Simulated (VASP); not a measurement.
Input of a VASP 6.6.1 run:

File run.py:

```python
from ase.calculators.vasp import Vasp
from ase.dft.bandgap import bandgap
from ase.io import read

atoms = read('K.cif', primitive_cell=True, subtrans_included=False)
calc = Vasp(
    directory='calc',
    xc='rpbe',
    pp='PBE',
    setups='recommended',
    pp_version='54',
    prec='Accurate',
    encut=520,
    ediff=1e-06,
    ismear=0,
    sigma=0.05,
    lreal=False,
    lasph=True,
    nelm=80,
    algo='Normal',
    isif=2,
    lwave=False,
    lcharg=False,
    kpts=[7, 7, 7],
    gamma=True,
)
atoms.calc = calc

print('energy (eV):', atoms.get_potential_energy())
print('free energy (eV):', atoms.get_potential_energy(force_consistent=True))
print('forces (eV/A):')
print(atoms.get_forces())
print('stress (eV/A^3, Voigt):', atoms.get_stress())
print('Fermi level (eV):', calc.get_fermi_level())
gap, top, bottom = bandgap(calc)
print('band gap (eV):', gap, 'from (spin, k, band)', top, 'to', bottom)
```

The input K.cif:

```cif
data_K
_cell_length_a 5.39511703
_cell_length_b 5.39511703
_cell_length_c 5.39511703
_cell_angle_alpha 90.00000000
_cell_angle_beta 90.00000000
_cell_angle_gamma 90.00000000
_space_group_name_H-M_alt 'Im-3m'
_space_group_name_Hall '-I 4 2 3'
_space_group_IT_number 229
loop_
_space_group_symop_operation_xyz
'x,y,z'
'-x,-y,-z'
'-y,x,z'
'y,-x,-z'
'-x,-y,z'
'x,y,-z'
'y,-x,z'
'-y,x,-z'
'x,-y,-z'
'-x,y,z'
'-y,-x,-z'
'y,x,z'
'-x,y,-z'
'x,-y,z'
'y,x,-z'
'-y,-x,z'
'z,x,y'
'-z,-x,-y'
'z,-y,x'
'-z,y,-x'
'z,-x,-y'
'-z,x,y'
'z,y,-x'
'-z,-y,x'
'-z,x,-y'
'z,-x,y'
'-z,-y,-x'
'z,y,x'
'-z,-x,y'
'z,x,-y'
'-z,y,x'
'z,-y,-x'
'y,z,x'
'-y,-z,-x'
'x,z,-y'
'-x,-z,y'
'-y,z,-x'
'y,-z,x'
'-x,z,y'
'x,-z,-y'
'-y,-z,x'
'y,z,-x'
'-x,-z,-y'
'x,z,y'
'y,-z,-x'
'-y,z,x'
'x,-z,y'
'-x,z,-y'
'x+1/2,y+1/2,z+1/2'
'-x+1/2,-y+1/2,-z+1/2'
'-y+1/2,x+1/2,z+1/2'
'y+1/2,-x+1/2,-z+1/2'
'-x+1/2,-y+1/2,z+1/2'
'x+1/2,y+1/2,-z+1/2'
'y+1/2,-x+1/2,z+1/2'
'-y+1/2,x+1/2,-z+1/2'
'x+1/2,-y+1/2,-z+1/2'
'-x+1/2,y+1/2,z+1/2'
'-y+1/2,-x+1/2,-z+1/2'
'y+1/2,x+1/2,z+1/2'
'-x+1/2,y+1/2,-z+1/2'
'x+1/2,-y+1/2,z+1/2'
'y+1/2,x+1/2,-z+1/2'
'-y+1/2,-x+1/2,z+1/2'
'z+1/2,x+1/2,y+1/2'
'-z+1/2,-x+1/2,-y+1/2'
'z+1/2,-y+1/2,x+1/2'
'-z+1/2,y+1/2,-x+1/2'
'z+1/2,-x+1/2,-y+1/2'
'-z+1/2,x+1/2,y+1/2'
'z+1/2,y+1/2,-x+1/2'
'-z+1/2,-y+1/2,x+1/2'
'-z+1/2,x+1/2,-y+1/2'
'z+1/2,-x+1/2,y+1/2'
'-z+1/2,-y+1/2,-x+1/2'
'z+1/2,y+1/2,x+1/2'
'-z+1/2,-x+1/2,y+1/2'
'z+1/2,x+1/2,-y+1/2'
'-z+1/2,y+1/2,x+1/2'
'z+1/2,-y+1/2,-x+1/2'
'y+1/2,z+1/2,x+1/2'
'-y+1/2,-z+1/2,-x+1/2'
'x+1/2,z+1/2,-y+1/2'
'-x+1/2,-z+1/2,y+1/2'
'-y+1/2,z+1/2,-x+1/2'
'y+1/2,-z+1/2,x+1/2'
'-x+1/2,z+1/2,y+1/2'
'x+1/2,-z+1/2,-y+1/2'
'-y+1/2,-z+1/2,x+1/2'
'y+1/2,z+1/2,-x+1/2'
'-x+1/2,-z+1/2,-y+1/2'
'x+1/2,z+1/2,y+1/2'
'y+1/2,-z+1/2,-x+1/2'
'-y+1/2,z+1/2,x+1/2'
'x+1/2,-z+1/2,y+1/2'
'-x+1/2,z+1/2,-y+1/2'
loop_
_atom_site_label
_atom_site_type_symbol
_atom_site_symmetry_multiplicity
_atom_site_Wyckoff_symbol
_atom_site_fract_x
_atom_site_fract_y
_atom_site_fract_z
_atom_site_occupancy
K1 K 2 a 0.0000000000 0.0000000000 0.0000000000 1
```

Potentials or basis: VASP PAW PBE potentials, release 54 (K_sv).

Run with:

```console
$ python run.py
```

**Question.** Predict the band gap on the k mesh.

**Answer.** None (metal or under the smearing width).

**Question.** Estimate the pressure.

**Answer.** 0.1 GPa.

Caveat: the PAW data sets were made with another functional, which shifts forces and pressure a little.
